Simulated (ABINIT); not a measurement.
Write the native input for ABINIT 10.8.3 (patched build) that does the following.

| Item | Value |
| --- | --- |
| Task | band structure |
| Functional | PBEsol |
| Potentials or basis | PseudoDojo NC SR PBEsol v0.4 stringent |
| Cutoff | 1143 eV |
| k mesh | 10 × 10 × 10 |
| Occupations | fermi-dirac, width 0.05 eV |
| Spin | no spin polarisation |

ZrN:

```xyz
2
Lattice="0.0000 2.3000 2.3000 2.3000 0.0000 2.3000 2.3000 2.3000 0.0000" Properties=species:S:1:pos:R:3 pbc="T T T"
Zr    2.3000    2.3000    2.3000
N     0.0000    0.0000    0.0000
```

These files were run (other wordings do the same):

run.abi

```
# Datasets: ground state, then fixed potential
ndtset 2

# Pseudopotentials
pp_dirpath "./"
pseudos "Zr.upf, N.upf"

# Structure
acell 3*1.0 Angstrom
rprim
     0.0000000000     2.3000000000     2.3000000000
     2.3000000000     0.0000000000     2.3000000000
     2.3000000000     2.3000000000     0.0000000000
ntypat 2
znucl 40 7
natom 2
typat 1 2
xcart
     4.3463700866     4.3463700866     4.3463700866
     0.0000000000     0.0000000000     0.0000000000

# Plane-wave basis
ecut 42.0

# Exchange and correlation
ixc -116133

# Bands and occupations
occopt 3
tsmear 0.05 eV

# SCF cycle
nstep 100

# Output
iomode 3
prtwf 0
prteig 0
prtebands 0
prtden1 1
prtvha1 1
prtvclmb1 1
prtpot1 1
prtelf1 1

# Dataset 1
kptopt1 1
ngkpt1 10 10 10
nshiftk1 1
shiftk1 0.0 0.0 0.0
nband1 13
tolvrs1 1.0e-10

# Dataset 2: bands along G-X-W-K-G-L-U-W-L-K
iscf2 -2
getden2 1
nband2 17
nbdbuf2 2
tolwfr2 1.0e-12
kptopt2 -9
ndivsm2 6
prteig2 1
prtvol2 -3
kptbounds2
     0.0000000000     0.0000000000     0.0000000000
     0.5000000000     0.0000000000     0.5000000000
     0.5000000000     0.2500000000     0.7500000000
     0.3750000000     0.3750000000     0.7500000000
     0.0000000000     0.0000000000     0.0000000000
     0.5000000000     0.5000000000     0.5000000000
     0.6250000000     0.2500000000     0.6250000000
     0.5000000000     0.2500000000     0.7500000000
     0.5000000000     0.5000000000     0.5000000000
     0.3750000000     0.3750000000     0.7500000000
```

Potentials or basis: PseudoDojo NC SR PBEsol v0.4 stringent.

Launch:

```bash
$ abinit run.abi > log 2>&1
```

It gave:

```json
{
  "Pressure": "-7.6 GPa",
  "Band gap on the k mesh": "none (metal or under the smearing width)",
  "Valence electrons inside the program's atomic spheres": "Zr 8.41; N 5.17"
}
```

It took 84 s on 1 thread of Arm Neoverse V1, with other jobs on the host, peak memory 0.12 GiB.
